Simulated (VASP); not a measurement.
Set up this calculation in VASP 6.6.1, as the native input.

- Task: Born charges and dielectric tensor
- Functional: PBE
- Potentials or basis: VASP PAW PBE potentials, release 64 (B, As)
- Cutoff: 520 eV
- k mesh: 2 × 2 × 2
- Occupations: gaussian, width 0.02 eV
- Spin: no spin polarisation
- Further INCAR settings: ALGO = Normal; EDIFF = 1e-08; IBRION = 8; NSW = 1

The structure of BAs lies in POSCAR:

```
BAs                                     
1.0
    0.0000000000      2.4776376138      2.4776376138
    2.4776376138      0.0000000000      2.4776376138
    2.4776376138      2.4776376138      0.0000000000
  B               As            
     1     1
Direct
     0.0000000000000000    0.0000000000000000    0.0000000000000000
     0.2500000000000000    0.2500000000000000    0.2500000000000000
```

One way to write it, as run:

INCAR

```
ALGO     = Normal         # electronic algorithm
EDIFF    = 1E-8           # SCF threshold, eV
ENCUT    = 520            # plane-wave cutoff, eV
GGA      = PE             # functional
IBRION   = 8              # ionic algorithm
ISIF     = 2              # what is computed and relaxed
ISMEAR   = 0              # smearing method
LASPH    = True           # aspherical terms in the spheres
LCHARG   = False          # write CHGCAR
LEPSILON = True           # dielectric tensor by DFPT
LREAL    = False          # projectors in reciprocal space
LWAVE    = False          # write WAVECAR
NELM     = 80             # most SCF steps
NSW      = 1              # ionic steps
PREC     = Accurate       # precision mode
SIGMA    = 0.02           # smearing width, eV
```

KPOINTS

```
k-points
0
Gamma
  2 2 2
```

Potentials or basis: VASP PAW PBE potentials, release 64 (B, As).

Command:

```sh
$ cat potpaw_PBE.64/B/POTCAR potpaw_PBE.64/As/POTCAR > POTCAR
$ mpirun -np 1 vasp_std > vasp.out
```

Results of the run:

- Band gap on the k mesh: 1.44 eV, indirect (least direct gap 3.04 eV)
- Electronic dielectric tensor (diagonal): 39.47
- Born charges (mean of the diagonal): B +0.86; As -0.86 e
- Highest phonon frequency at Γ, LO-TO splitting left out: 746 cm⁻¹

Caveat: the k mesh is coarse (spacing up to 1.10 Å⁻¹), so the values aren't converged.

Run time: 60 s on 1 thread of Intel(R) Xeon(R) Platinum 8259CL CPU @ 2.50GHz (Skylake/Cascade Lake), on a shared host, peak memory 0.17 GiB.
